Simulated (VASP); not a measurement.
BN:

```
N B
1.0
     0.00000    1.81300    1.81300
     1.81300    0.00000    1.81300
     1.81300    1.81300    0.00000
N B
1 1
Direct
  0.25000 0.25000 0.25000
  0.00000 0.00000 0.00000
```

The cell is a database's computed one.

Program: VASP 6.6.1. Alike in all runs: no spin polarisation; cell as given.

Problem. Order these runs on this cell by their pressure, lowest first.
A. level SCAN; potentials or basis VASP PAW PBE potentials, release 64 (N, B); k mesh 13 × 13 × 13; cutoff (eV) 520; smearing fermi-dirac 0.05 eV; mesh quality not flagged
B. level PBE; potentials or basis VASP PAW PBE potentials, release 64 (N_h, B_h); k mesh 13 × 13 × 13; cutoff (eV) 900; smearing fermi-dirac 0.05 eV; mesh quality not flagged
C. level r2SCAN0; potentials or basis VASP PAW PBE potentials, release 64 (N, B); k mesh 7 × 7 × 7; cutoff (eV) 520; smearing fermi-dirac 0.05 eV; grid for exact exchange (PRECFOCK) Fast; exchange at q = 0 truncated; mesh quality coarse
D. level r2SCAN50; potentials or basis VASP PAW PBE potentials, release 64 (N, B); k mesh 7 × 7 × 7; cutoff (eV) 520; smearing fermi-dirac 0.05 eV; grid for exact exchange (PRECFOCK) Fast; exchange at q = 0 default; mesh quality coarse
E. level r2SCAN0+D3(BJ); potentials or basis VASP PAW PBE potentials, release 64 (N_GW, B_GW); k mesh 7 × 7 × 7; cutoff (eV) 550; smearing fermi-dirac 0.02 eV; grid for exact exchange (PRECFOCK) Fast; exchange at q = 0 truncated; mesh quality coarse

Solution. D (-17.2 GPa), E (-15.2 GPa), C (-10.7 GPa), A (-6.1 GPa), B (-1.0 GPa).

Caveats: some runs use coarse meshes; the PAW data sets were made with another functional, which shifts forces and pressure a little (some runs); so large a pressure means that the cell lies far from this level's equilibrium, or that cutoff or potentials fall short (some runs); the potentials were made for another functional, which shifts forces and pressure (some runs); the cutoff is under 1.25 times the usual one of these potentials, so pressure, stress and relaxed cells hold a basis-set (Pulay) error (some runs); an unscreened hybrid on a path of extra k points without a Coulomb cutoff has errors near the mesh points, so the bands along the path aren't reliable (some runs).

Not every run made on this cell is shown here.
